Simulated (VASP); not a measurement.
**CdSe: single point with PBE+D3(BJ)**

Crystal: CdSe.

```
CELL_PARAMETERS angstrom
0.00000 3.05573 3.05573
3.05573 0.00000 3.05573
3.05573 3.05573 0.00000
ATOMIC_POSITIONS crystal
Cd 0.00000 0.00000 0.00000
Se 0.75000 0.75000 0.75000
```

Measurements of this composition are mostly on another form, of space group No. 186.

The cell isn't the ideal one: relaxed again under DFT PBE+D3(BJ), scalar-relativistic, plane waves, PAW.

- Program: VASP 6.6.1
- Task: single point
- Functional: PBE
- Dispersion: D3(BJ)
- Potentials or basis: VASP PAW PBE potentials, release 64 (Cd, Se)
- Cutoff: 520 eV
- k mesh: 10 × 10 × 10
- Occupations: gaussian, width 0.02 eV
- Spin: no spin polarisation

```
Pressure                   : 0.3 GPa
Band gap on the k mesh     : 0.58 eV, direct
Dispersion energy per atom : -0.314 eV
```

Levels at points of the mesh, in eV from the valence-band top:
| k point | band 7 | band 8 | band 9 | band 10 | band 11 | band 12 |
| --- | --- | --- | --- | --- | --- | --- |
| (0.00, 0.00, 0.00) | 0.00 | 0.00 | 0.00 | 0.58 | 5.94 | 5.94 |
| (0.50, 0.00, 0.00) | -4.31 | -0.73 | -0.73 | 2.38 | 6.44 | 6.44 |
| (0.50, 0.50, 0.00) | -4.02 | -1.80 | -1.80 | 3.17 | 3.74 | 9.05 |

Run time: 23 s on 1 thread of Intel(R) Xeon(R) Platinum 8375C CPU @ 2.90GHz (Ice Lake), with other jobs on the host, peak memory 0.21 GiB.
